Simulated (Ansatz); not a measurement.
# Response of Rb to small distortions

```xyz
1
Lattice="0.0000 3.5758 3.5758 3.5758 0.0000 3.5758 3.5758 3.5758 0.0000" Properties=species:S:1:pos:R:3 pbc="T T T"
Rb    0.0000    0.0000    0.0000
```

The structure comes from a relaxation in the same program, started in the fcc type, and has space group Fm-3m. Whether it is a known phase or the ground state wasn't checked.

Theory: DFT, PBE, all-electron LAPW, scalar-relativistic (Ansatz 0.2.0).

Sampling and basis: a Γ-centred 11×11×11 k mesh, Fermi–Dirac smearing of 0.03 eV, basis error target 0.5 meV/atom, no spin polarisation.

The unchanged cell is at 0.00 GPa.

In a metal, stresses and small energies carry noise from the k mesh.

x, y and z are the Cartesian axes of the cell as listed; fractional coordinates follow a strain, and an engineering shear is twice the off-diagonal strain component.

With equal xy, yz and zx engineering shear strains of +1 %: energy change under 1 meV/atom; stress change (xx, yy, zz, yz, xz, xy) 0.00, 0.00, 0.00, -0.01, -0.01, -0.01 GPa, compression positive.

Task: With this change (z strained by -2 % at fixed volume), what becomes of the energy and stress?

Result: Energy change under 1 meV/atom; stress change (xx, yy, zz, yz, xz, xy) 0.00, 0.00, 0.00, 0.00, 0.00, 0.00 GPa, compression positive.
